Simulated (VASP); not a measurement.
# Ni (Fm-3m) in VASP: notebook

The runs below take Ni through single point, relaxation of cell and atoms, with PBE, PBE+D3.

All numbers are computed with VASP 6.6.1; they aren't measurements. Logs are shortened: lines on timing, memory, paths and dates and some standing lists are left out, and cuts for length are marked.

### 1 The crystal as given

Symmetry: Fm-3m, No. 225, cubic system. Conventional cell: a = 3.475 Å, b = 3.475 Å, c = 3.475 Å, α = 90.00°, β = 90.00°, γ = 90.00°. Ni (site symmetry m-3m) has 12 Ni at 2.46 Å as nearest neighbours.

### 2 Single point, PBE, collinear spin, ferromagnetic start

INCAR reads:

```
SYSTEM = Ni
  PREC = Accurate
  ENCUT = 520
  EDIFF = 1E-7
  ISMEAR = 0
  SIGMA = 0.026000000000000002
  LREAL = .False.
  LASPH = .True.
  NELM = 120
  ALGO = Fast
  ISIF = 2
  LWAVE = .False.
  LCHARG = .True.
  ISPIN = 2
  MAGMOM = 1
  LORBIT = 11
  LMAXMIX = 4
  GGA = PE
  LELF = .True.
  LVHAR = .True.
```

KPOINTS reads:

```
regular mesh
0
Gamma
  13 13 13
  0 0 0
```

POSCAR reads:

```
Ni
1.0
    0.0000000000      1.7375729330      1.7375729330
    1.7375729330      0.0000000000      1.7375729330
    1.7375729330      1.7375729330      0.0000000000
Ni
1
Direct
    0.0000000000      0.0000000000      0.0000000000
```

Potentials or basis: VASP PAW PBE potentials, release 64 (Ni).

Started as:

```
$ cat potpaw_PBE.64/Ni/POTCAR > POTCAR
$ mpirun -np 1 vasp_std > vasp.out
```

OUTCAR:

```text
SYSTEM = Ni
   PREC = Accurate
   ENCUT = 520
   EDIFF = 1E-7
   ISMEAR = 0
   LREAL = .False.
   LASPH = .True.
   NELM = 120
   ISIF = 2
   ISPIN = 2
   LORBIT = 11
   GGA = PE

 ion  position               nearest neighbor table
   1  0.000  0.000  0.000-

  LATTYP: Found a face centered cubic cell.
 ALAT       =     3.4751458660

  Lattice vectors:

 A1 = (   0.0000000000,   1.7375729330,   1.7375729330)
 A2 = (   1.7375729330,   0.0000000000,   1.7375729330)
 A3 = (   1.7375729330,   1.7375729330,   0.0000000000)

Analysis of symmetry for initial positions (statically):
=====================================================================
 Subroutine PRICEL returns:
 Original cell was already a primitive cell.

 Routine SETGRP: Setting up the symmetry group for a
 face centered cubic supercell.

 Subroutine GETGRP returns: Found 48 space group operations
 (whereof 48 operations were pure point group operations)
 out of a pool of 48 trial point group operations.

The static configuration has the point symmetry O_h .

Analysis of symmetry for dynamics (positions and initial velocities):
=====================================================================
 Subroutine PRICEL returns:
 Original cell was already a primitive cell.

 Routine SETGRP: Setting up the symmetry group for a
 face centered cubic supercell.

 Subroutine GETGRP returns: Found 48 space group operations
 (whereof 48 operations were pure point group operations)
 out of a pool of 48 trial point group operations.

The dynamic configuration has the point symmetry O_h .

Analysis of structural, dynamic, and magnetic symmetry:
=====================================================================
 Subroutine PRICEL returns:
 Original cell was already a primitive cell.

 Routine SETGRP: Setting up the symmetry group for a
 face centered cubic supercell.

 Subroutine GETGRP returns: Found 48 space group operations
 (whereof 48 operations were pure point group operations)
 out of a pool of 48 trial point group operations.

The overall configuration has the point symmetry O_h .

 Subroutine INISYM returns: Found 48 space group operations
 (whereof 48 operations are pure point group operations),
 and found     1 'primitive' translations

----------------------------------------------------------------------------------------

                                     Primitive cell

  volume of cell :      10.4920

  direct lattice vectors                    reciprocal lattice vectors
     0.000000000  1.737572933  1.737572933    -0.287757705  0.287757705  0.287757705
     1.737572933  0.000000000  1.737572933     0.287757705 -0.287757705  0.287757705
     1.737572933  1.737572933  0.000000000     0.287757705  0.287757705 -0.287757705

  length of vectors
     2.457299207  2.457299207  2.457299207     0.498410966  0.498410966  0.498410966

  position of ions in fractional coordinates (direct lattice)
     0.000000000  0.000000000  0.000000000

  ion indices of the primitive-cell ions
   primitive index   ion index
                 1           1

----------------------------------------------------------------------------------------

 KPOINTS: regular mesh

Automatic generation of k-mesh.
 Grid dimensions read from file:
 generate k-points for:   13   13   13

 Generating k-lattice:

  Cartesian coordinates                     Fractional coordinates (reciprocal lattice)
    -0.022135208  0.022135208  0.022135208     0.076923077  0.000000000  0.000000000
     0.022135208 -0.022135208  0.022135208     0.000000000  0.076923077  0.000000000
     0.022135208  0.022135208 -0.022135208     0.000000000  0.000000000  0.076923077

  Length of vectors
     0.038339305  0.038339305  0.038339305

  Shift w.r.t. Gamma in fractional coordinates (k-lattice)
     0.000000000  0.000000000  0.000000000

 Subroutine IBZKPT returns following result:
 ===========================================

 Found     84 irreducible k-points:

 Following reciprocal coordinates:
            Coordinates               Weight
  0.000000  0.000000  0.000000      1.000000
  0.076923  0.000000  0.000000      8.000000
  0.153846  0.000000  0.000000      8.000000
  0.230769  0.000000  0.000000      8.000000
  0.307692  0.000000  0.000000      8.000000
  0.384615  0.000000  0.000000      8.000000
[... 16 lines left out ...]
  0.384615  0.153846  0.000000     24.000000
  0.461538  0.153846  0.000000     24.000000
 [... further k-points ...]
   k-points           NKPTS =     84   k-points in BZ     NKDIM =     84   number of bands    NBANDS=     10
   number of dos      NEDOS =    301   number of ions     NIONS =      1
   total plane-waves  NPLWV =   5832
   dimension x,y,z NGX =    18 NGY =   18 NGZ =   18
   dimension x,y,z NGXF=    36 NGYF=   36 NGZF=   36
   ions per type =               1
   NGX,Y,Z   is equivalent  to a cutoff of  12.18, 12.18, 12.18 a.u.
   NGXF,Y,Z  is equivalent  to a cutoff of  24.36, 24.36, 24.36 a.u.
 SYSTEM =  Ni
   PREC   = accura    normal or accurate (medium, high low for compatibility)
   ISTART =      0    job   : 0-new  1-cont  2-samecut
   ICHARG =      2    charge: 1-file 2-atom 10-const
   ISPIN  =      2    spin polarized calculation?
   LNONCOLLINEAR =      F non collinear calculations
   LSORBIT =      F    spin-orbit coupling
   LASPH  =      T    aspherical Exc in radial PAW
   ENCUT  =  520.0 eV  38.22 Ry    6.18 a.u.   4.57  4.57  4.57*2*pi/ulx,y,z
   NELM   =    120;   NELMIN=  2; NELMDL= -5     # of ELM steps
   EDIFF  = 0.1E-06   stopping-criterion for ELM
   LREAL  =      F    real-space projection
   EDIFFG = 0.1E-05   stopping-criterion for IOM
   NSW    =      0    number of steps for IOM
   IBRION =     -1    ionic relax: 0-MD 1-quasi-New 2-CG
   NFREE  =      0    steps in history (QN), initial steepest desc. (CG)
   ISIF   =      2    stress and relaxation
   ISYM   =      2    0-nonsym 1-usesym 2-fastsym
   POTIM  = 0.5000    time-step for ionic-motion
   TEBEG  =    0.0;   TEEND  =   0.0 temperature during run
   PSTRESS=    0.0 pullay stress
   NELECT =      10.0000    total number of electrons
   NUPDOWN=      -1.0000    fix difference up-down
   EMIN   =  10.00;   EMAX   =-10.00  energy-range for DOS
   EFERMI =   0.00;   METHOD = LEGACY
   ISMEAR =     0;   SIGMA  =   0.03  broadening in eV -4-tet -1-fermi 0-gaus
   EFERMI_NEDOS =   21; number of points for ismear=-14 and -15
   IALGO  =     68    algorithm
   IMIX   =      4    mixing-type and parameters
     AMIX     =   0.40;   BMIX     =  1.00
     AMIX_MAG =   1.60;   BMIX_MAG =  1.00
  volume/ion in A,a.u.               =      10.49        70.80
  Fermi-wavevector in a.u.,A,eV,Ry     =   1.611097  3.044533 35.315755  2.595635
  Thomas-Fermi vector in A             =   2.706542
   LORBIT       =     11    0 simple, 1 ext, 2 COOP (PROOUT), +10 PAW based schemes
   GGA     = PE    functional components
   LHFCALC =     F    Hartree Fock is set to
   AEXX    =    0.0000 exact exchange contribution
   IVDW    =     0    specifies the selected vdW correction
   LEPSILON=     F    determine dielectric tensor
   LRPA    =     F    only Hartree local field effects (RPA)
 spin polarized calculation
 RMM-DIIS sequential band-by-band and
 Gauss-broadening in eV      SIGMA  =   0.03
  energy-cutoff  :      520.00
  volume of cell :       10.49
 maximum number of plane-waves:       296
   NGX =  9   NGY =  9   NGZ =  9

 number of electron      10.0000000 magnetization       1.0000000

 number of electron       9.9999998 magnetization       0.6218095

 Free energy of the ion-electron system (eV)
  ---------------------------------------------------
  ext. energy  EPLUGINS =         0.00000000
  ---------------------------------------------------
  free energy    TOTEN  =        -5.46459636 eV

  energy without entropy =       -5.46405714  energy(sigma->0) =       -5.46432675

 E-fermi :   9.9169     XC(G=0): -13.4712

 val. band max:        9.9020113808   @ k =   0.3846   0.3846   0.0000
 cond. band min:       9.9213388950   @ k =   0.3846   0.0769   0.0000
 fundamental gap:      0.0193275142
 Fermi energy:         9.9168733170

 spin component 1

 k-point     1 :       0.0000    0.0000    0.0000
  band No.  band energies     occupation
      1       0.6317      1.00000
      2       7.3695      1.00000
      3       7.3695      1.00000
      4       7.3695      1.00000
      5       8.6159      1.00000
      6       8.6159      1.00000
      7      33.9263      0.00000
      8      38.0786      0.00000
      9      38.0786      0.00000
     10      38.0786      0.00000
[... 287 lines left out ...]
 k-point    24 :       0.4615    0.1538    0.0000
  band No.  band energies     occupation
      1       5.2227      1.00000
      2       6.9562      1.00000
      3       7.3943      1.00000
      4       7.8014      1.00000
      5       9.3331      1.00000
      6      10.7724      0.00000
      7      18.0536      0.00000
      8      29.0986      0.00000
      9      30.8747      0.00000
     10      33.0364      0.00000

 [... further k-points ...]

 spin component 2

 k-point     1 :       0.0000    0.0000    0.0000
  band No.  band energies     occupation
      1       0.6043      1.00000
      2       8.1217      1.00000
      3       8.1217      1.00000
      4       8.1217      1.00000
      5       9.1865      1.00000
      6       9.1865      1.00000
      7      33.7802      0.00000
      8      38.0571      0.00000
      9      38.0571      0.00000
     10      38.0571      0.00000
[... 287 lines left out ...]
 k-point    24 :       0.4615    0.1538    0.0000
  band No.  band energies     occupation
      1       5.5888      1.00000
      2       7.3709      1.00000
      3       7.9934      1.00000
      4       8.4298      1.00000
      5      10.0783      0.00000
      6      11.2356      0.00000
      7      18.3258      0.00000
      8      29.1311      0.00000
      9      30.9542      0.00000
     10      33.0939      0.00000

 [... further k-points ...]

------------------------ aborting loop because EDIFF is reached ----------------------------------------

  FORCE on cell =-STRESS in cart. coord.  units (eV):
  Direction    XX          YY          ZZ          XY          YZ          ZX
  --------------------------------------------------------------------------------------
  -------------------------------------------------------------------------------------
  Total        0.5127149      0.5127149      0.5127149      0.0000000     -0.0000000     -0.0000000
  in kB       78.2937985     78.2937985     78.2937985      0.0000000     -0.0000000     -0.0000000
  external PRESSURE =      78.2937985 kB  Pullay stress =       0.0000000 kB

 VOLUME and BASIS-vectors are now :
 -----------------------------------------------------------------------------
  energy-cutoff  :      520.00
  volume of cell :       10.49
      direct lattice vectors                 reciprocal lattice vectors
     0.000000000  1.737572933  1.737572933    -0.287757705  0.287757705  0.287757705
     1.737572933  0.000000000  1.737572933     0.287757705 -0.287757705  0.287757705
     1.737572933  1.737572933  0.000000000     0.287757705  0.287757705 -0.287757705

 POSITION                                       TOTAL-FORCE (eV/Angst)
 -----------------------------------------------------------------------------------
      0.00000      0.00000      0.00000        -0.000000     -0.000000      0.000000
 -----------------------------------------------------------------------------------
    total drift:                                0.000000     -0.000000     -0.000000

  FREE ENERGIE OF THE ION-ELECTRON SYSTEM (eV)
  ---------------------------------------------------
  free  energy   TOTEN  =        -5.4645963602 eV

  energy  without entropy=       -5.4640571431  energy(sigma->0) =       -5.46432675

 total charge

# of ion       s       p       d       tot
------------------------------------------
    1        0.513   0.531   8.332   9.377

 magnetization (x)

# of ion       s       p       d       tot
------------------------------------------
    1       -0.005  -0.024   0.659   0.630
```

It took 13 s on 1 thread of Intel Xeon Platinum 8488C (Sapphire Rapids), shared host; peak memory 0.13 GiB.

What came out:

```yaml
Free_energy: -5.4646 eV
Pressure: 7.8 GPa
Band_gap_on_the_k_mesh: none (metal or under the smearing width)
Net_moment: 0.62 μB per cell
Site_moments: Ni +0.63 μB
Valence_electrons_inside_the_program's_atomic_spheres: Ni 9.38
```

### 3 Relaxation of cell and atoms, PBE+D3, collinear spin, ferromagnetic start

INCAR reads:

```
SYSTEM = Ni
PREC = Accurate
ENCUT = 600
EDIFF = 1E-6
ISMEAR = -1
SIGMA = 0.05
LREAL = .False.
LASPH = .True.
NELM = 120
ALGO = Fast
ISIF = 3
LWAVE = .False.
LCHARG = .False.
ISPIN = 2
MAGMOM = 1
LORBIT = 11
LMAXMIX = 4
GGA = PE
IVDW = 11
IBRION = 2
NSW = 40
EDIFFG = -0.01
```

KPOINTS reads:

```
Automatic mesh
0
Gamma
  13 13 13
  0 0 0
```

POSCAR is that of step 2.

Potentials or basis: VASP PAW PBE potentials, release 64 (Ni).

Started as:

```
$ cat potpaw_PBE.64/Ni/POTCAR > POTCAR
$ mpirun -np 1 vasp_std > vasp.out
```

OUTCAR:

```text
SYSTEM = Ni
   PREC = Accurate
   ENCUT = 600
   EDIFF = 1E-6
   ISMEAR = -1
   LREAL = .False.
   LASPH = .True.
   NELM = 120
   ISIF = 3
   ISPIN = 2
   LORBIT = 11
   GGA = PE
   IVDW = 11
   IBRION = 2
   NSW = 40
   EDIFFG = -0.01
 IVDW          = 11

 ion  position               nearest neighbor table
   1  0.000  0.000  0.000-

  LATTYP: Found a face centered cubic cell.
 ALAT       =     3.4751458660

  Lattice vectors:

 A1 = (   0.0000000000,   1.7375729330,   1.7375729330)
 A2 = (   1.7375729330,   0.0000000000,   1.7375729330)
 A3 = (   1.7375729330,   1.7375729330,   0.0000000000)

Analysis of symmetry for initial positions (statically):
=====================================================================
 Subroutine PRICEL returns:
 Original cell was already a primitive cell.

 Routine SETGRP: Setting up the symmetry group for a
 face centered cubic supercell.
[... 321 lines left out ...]
  band No.  band energies     occupation
      1       0.6241      1.00000
      2       7.3633      1.00000
      3       7.3633      1.00000
      4       7.3633      1.00000
      5       8.5990      1.00000
      6       8.5990      1.00000
      7      33.9049      0.00000
      8      38.0471      0.00000
      9      38.0471      0.00000
     10      38.0471      0.00000
[... 287 lines left out ...]
 k-point    24 :       0.4615    0.1538    0.0000
  band No.  band energies     occupation
      1       5.2161      1.00000
      2       6.9438      1.00000
      3       7.3869      1.00000
      4       7.7900      1.00000
      5       9.3202      0.99999
      6      10.7583      0.00000
      7      18.0339      0.00000
      8      29.0735      0.00000
      9      30.8468      0.00000
     10      33.0087      0.00000

 [... further k-points ...]

 spin component 2

 k-point     1 :       0.0000    0.0000    0.0000
  band No.  band energies     occupation
      1       0.5975      1.00000
      2       8.1099      1.00000
      3       8.1099      1.00000
      4       8.1099      1.00000
      5       9.1807      1.00000
      6       9.1807      1.00000
      7      33.7587      0.00000
      8      38.0293      0.00000
      9      38.0293      0.00000
     10      38.0293      0.00000
[... 331 lines left out ...]
  FREE ENERGIE OF THE ION-ELECTRON SYSTEM (eV)
  ---------------------------------------------------
  free  energy   TOTEN  =        -5.8815717990 eV

  energy  without entropy=       -5.8688447227  energy(sigma->0) =       -5.87520826

 reached required accuracy - stopping structural energy minimisation

 total charge

# of ion       s       p       d       tot
------------------------------------------
    1        0.513   0.530   8.332   9.375

 magnetization (x)

# of ion       s       p       d       tot
------------------------------------------
    1       -0.006  -0.024   0.661   0.631
```

CONTCAR:

```text
Ni
   1.00000000000000
    -0.0000000000000000    1.7381187780459570    1.7381187780459570
     1.7381187780459570    0.0000000000000000    1.7381187780459570
     1.7381187780459570    1.7381187780459570    0.0000000000000000
  Ni
     1
Direct
     1.0000000000000000    0.0000000000000000    1.0000000000000000

  0.00000000E+00  0.00000000E+00  0.00000000E+00
```

Run time: 28 s. Hardware: 1 thread of Intel Xeon Platinum 8488C (Sapphire Rapids), shared host; peak memory 0.15 GiB.

Results:

| Property | Result |
| --- | --- |
| Free energy | -5.8816 eV |
| Relaxed volume | 10.50 Å³/atom |
| Relaxed cell | a = 2.458 Å, b = 2.458 Å, c = 2.458 Å, α = 60.00°, β = 60.00°, γ = 60.00° |
| Space group after relaxing (to 0.05 Å) | Fm-3m (No. 225) |
| Energy gained by relaxing | 0.0 meV/atom |
| Ionic steps | 4 |
| Pressure after relaxing | -0.1 GPa |
| Band gap on the k mesh | none (metal or under the smearing width) |
| Net moment | 0.62 μB per cell |
| Site moments | Ni +0.63 μB |
| Valence electrons inside the program's atomic spheres | Ni 9.38 |
| Dispersion energy per atom | -0.411 eV |

Final structure:
```
Ni
1.0
     0.00000    1.73812    1.73812
     1.73812    0.00000    1.73812
     1.73812    1.73812    0.00000
Ni
1
Direct
  0.00000 0.00000 0.00000
```

Caveat: pairwise dispersion overbinds metals, which lowers pressure and volume.
